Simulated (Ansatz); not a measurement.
What does this script print? It uses Ansatz 0.2.0, Python API.

Input file `mgo.vasp`:
```text
MgO
1.0
   3.30778699    0.00000000    0.00000000
  -1.65389349    2.86462756    0.00000000
   0.00000000    0.00000000    4.98288167
Mg O
2 2
Direct
   0.33333333    0.66666667    0.00215974
   0.66666667    0.33333333    0.50215974
   0.33333333    0.66666667    0.40244026
   0.66666667    0.33333333    0.90244026
```

`mgo.py`
```python
"""Band curvature masses of MgO."""

import ansatz as az
from ase.io import read
import numpy as np

params = {
    "kmesh": (12, 12, 4),
    "xc": "lda",
    "ecut": 510,
    "occupations": "fixed",
}

atoms = read("mgo.vasp", format="vasp")
system = az.Crystal.from_ase(atoms)

setup = (
    system.calculation()
    .kpoints(*params["kmesh"], center="gamma")  # the mesh must be finer for metals
    .functional(params["xc"])
    .basis(params["ecut"])  # a bare number is in eV
    .occupations(params["occupations"])
)
# find the band extrema among the mesh points first
res = setup.band_table().run(threads=1, pin="off")
data = res.report
levels = np.array(data["eigenvalues_ev"])
filled = round(data["n_electrons"] / 2)
edges = {"top filled band": (filled - 1, levels[:, filled - 1].argmax()), "lowest empty band": (filled, levels[:, filled].argmin())}
gap = levels[:, filled].min() - levels[:, filled - 1].max()
print(f"gap on the mesh {gap:.3f} eV")
if gap <= 0.05:
    print("no gap: band-edge masses have no meaning here")
    edges = {}
reciprocal = 2 * np.pi * np.linalg.inv(res.lattice.cell_ang).T
step = 0.006  # 1/A

# m/m_e = (hbar^2/m_e) / (d2E/dk2), with hbar^2/m_e = 7.61996 eV A^2
# a slope that is not zero means that the extremum lies off this mesh point
pairs = [(0, 1), (0, 2), (1, 2)]
moves = [sign * axis for axis in np.eye(3) for sign in (-1, 1)]
moves += [s1 * np.eye(3)[i] + s2 * np.eye(3)[j] for i, j in pairs for s1 in (1, -1) for s2 in (1, -1)]
for name, (band, index) in edges.items():
    together = int(np.sum(np.abs(levels[index] - levels[index, band]) < 2e-3))
    print(name, "at k =", np.round(data["kpoints_frac"][index], 4), f"E = {levels[index, band]:.4f} eV, degeneracy {together}")
    centre = np.array(data["kpoints_frac"][index]) @ reciprocal
    points = [centre] + [centre + step * move for move in moves]
    table = setup.band_structure(points, intervals=1, cartesian=True).run(threads=1, pin="off").band_structure().channels[0].eigenvalues_ev
    if together > 1:
        level = np.flatnonzero(np.abs(levels[index] - levels[index, band]) < 2e-3)
        along = (table[1, level] + table[2, level] - 2 * table[0, level]) / step ** 2
        print("  degenerate level, no single mass tensor; masses of its branches along x:", np.round(7.61996 / along, 3), "m_e")
        continue
    e = table[:, band]
    hessian = np.diag((e[1:7:2] + e[2:7:2] - 2 * e[0]) / step ** 2)
    for (i, j), (pp, pm, mp, mm) in zip(pairs, e[7:].reshape(3, 4)):
        hessian[i, j] = hessian[j, i] = (pp - pm - mp + mm) / (4 * step ** 2)
    curvatures, axes = np.linalg.eigh(hessian)
    slope = (e[2:7:2] - e[1:7:2]) / (2 * step)
    print("  slope (eV A):", np.round(slope, 3) + 0.0, "" if np.abs(slope).max() < 0.05 else "- no extremum here, so these are local curvatures and no band-edge masses")
    for curvature, axis in zip(curvatures, axes.T):
        print(f"  principal mass {7.61996 / curvature:8.3f} m_e along", np.round(axis, 2) + 0.0)
```

```console
$ python mgo.py
gap on the mesh 3.361 eV
top filled band at k = [0. 0. 0.] E = 4.6872 eV, degeneracy 1
  slope (eV A): [0. 0. 0.]
  principal mass   -0.363 m_e along [0. 0. 1.]
  principal mass   -5.354 m_e along [0.08 1.   0.  ]
  principal mass   -5.354 m_e along [ 1.   -0.08  0.  ]
lowest empty band at k = [0. 0. 0.] E = 8.0483 eV, degeneracy 1
  slope (eV A): [0. 0. 0.]
  principal mass    0.344 m_e along [-0.33  0.94  0.  ]
  principal mass    0.344 m_e along [0.94 0.33 0.  ]
  principal mass    0.332 m_e along [0. 0. 1.]
```

What to keep in mind:
- Semilocal gaps usually lie well under measured ones.
- The structure comes from a database of computed cells and needn't be a stable or known phase.
- Levels are Kohn-Sham eigenvalues on this mesh.
- The masses are finite-difference curvatures at extrema found on a coarse mesh, which needn't be the true band edges; a step that is long against the gap makes them too heavy. Negative values are curvatures of valence bands (the hole mass is their size). Spin-orbit coupling is left out, and light masses scale with the Kohn-Sham gap.
- Timing: 19 s on 1 thread of Arm Neoverse V1, on a shared host, peak memory 0.46 GiB.
